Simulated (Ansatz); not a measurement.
Crystal: BaTiO3.

```
CELL_PARAMETERS angstrom
3.99980 0.00000 0.00000
0.00000 3.99980 0.00000
0.00000 0.00000 8.03600
ATOMIC_POSITIONS crystal
Ba 0.99933 0.00149 0.00206
Ba 0.00067 0.99851 0.49794
Ti 0.48935 0.49786 0.23992
Ti 0.51065 0.50214 0.74208
O 0.50279 0.50210 0.01077
O 0.49721 0.49790 0.50523
O 0.50567 0.00168 0.25810
O 0.49433 0.99832 0.75690
O 0.00777 0.49971 0.26264
O 0.99223 0.50029 0.75236
```

- Program: Ansatz 0.2.0
- Task: relaxation of cell and atoms
- Functional: PBE
- Potentials or basis: Ansatz PAW
- Cutoff: 420 eV (not typed: the program's choice for these potentials)
- k mesh: 7 × 7 × 4
- Occupations: fermi-dirac, width 0.05 eV
- Spin: no spin polarisation

At the start: volume 12.86 Å³/atom.

Question: Where does the relaxation end?

Answer: It ends after 9 steps and the volume is 13.37 Å³/atom (+4.0 %); space group Cmc2_1 (No. 36, to 0.05 Å).

The path:
```csv
step,energy change (eV),largest force (eV/Å),volume (Å³)
1,0.0000,0.9641,128.56
2,-0.0917,0.3331,131.11
3,-0.1071,0.0978,133.43
4,-0.1092,0.0126,133.39
5,-0.1096,0.0010,133.29
6,-0.1302,0.0010,133.29
7,-0.1296,0.0038,133.65
8,-0.1294,0.0061,133.73
9,-0.1312,0.0062,133.73
```

Final structure:
```cif
data_structure
_symmetry_space_group_name_H-M 'P 1'
_symmetry_Int_Tables_number 1
_cell_length_a 4.0167
_cell_length_b 4.0223
_cell_length_c 8.2770
_cell_angle_alpha 90.000
_cell_angle_beta 90.000
_cell_angle_gamma 89.857
_cell_volume 133.73
loop_
_atom_site_label
_atom_site_type_symbol
_atom_site_fract_x
_atom_site_fract_y
_atom_site_fract_z
_atom_site_occupancy
Ba1 Ba 0.99644 0.99616 0.99555 1
Ba2 Ba 0.00358 0.00382 0.49555 1
Ti1 Ti 0.48436 0.48341 0.23711 1
Ti2 Ti 0.51563 0.51659 0.73711 1
O1 O 0.49940 0.49937 0.01579 1
O2 O 0.50060 0.50063 0.51580 1
O3 O 0.50819 0.01425 0.25770 1
O4 O 0.49181 0.98576 0.75771 1
O5 O 0.01319 0.50888 0.25783 1
O6 O 0.98680 0.49112 0.75785 1
```

Caveat: the plane-wave basis is chosen anew once the cell has moved, so the energies of steps on either side of that aren't comparable; the pressure holds a Pulay correction of +0.5 GPa for the finite cutoff.
